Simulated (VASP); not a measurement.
MgSe, 2 atoms in the cell. It takes space group Fm-3m (No. 225, cubic). The conventional cell has a = 5.451 Å, b = 5.451 Å, c = 5.451 Å, α = 90.00°, β = 90.00°, γ = 90.00°. Se (site symmetry m-3m) is surrounded by 6 Mg at 2.73 Å. Around Mg (site symmetry m-3m) lie 6 Se at 2.73 Å. 

* Program: VASP 6.6.1
* Task: density of states
* Functional: PBE
* Dispersion: dDsC
* Potentials or basis: VASP PAW PBE potentials, release 64 (Se, Mg)
* Cutoff: 520 eV
* k mesh: 8 × 8 × 8
* Occupations: fermi-dirac, width 0.02 eV
* Spin: no spin polarisation
* k mesh for the DOS: 12 × 12 × 12
* Further INCAR settings: ALGO = Normal; EDIFF = 1e-07

Potentials or basis: VASP PAW PBE potentials, release 64 (Se, Mg).

The run is started by

```console
$ cat potpaw_PBE.64/Se/POTCAR potpaw_PBE.64/Mg/POTCAR > POTCAR
$ cp INCAR.step1 INCAR
$ cp KPOINTS.step1 KPOINTS
$ mpirun -np 1 vasp_std > vasp.out
$ cp INCAR.step2 INCAR
$ cp KPOINTS.step2 KPOINTS
$ mpirun -np 1 vasp_std > vasp.out
```

Hardware: 1 thread of Intel(R) Xeon(R) Platinum 8559C (Emerald Rapids) (shared host).

Task: Estimate the wall time of this run.

Result: Wall time 23 s on 1 thread of Intel(R) Xeon(R) Platinum 8559C (Emerald Rapids), with other jobs on the host, peak memory 0.17 GiB. Counts: scf iterations 6, k points 72.
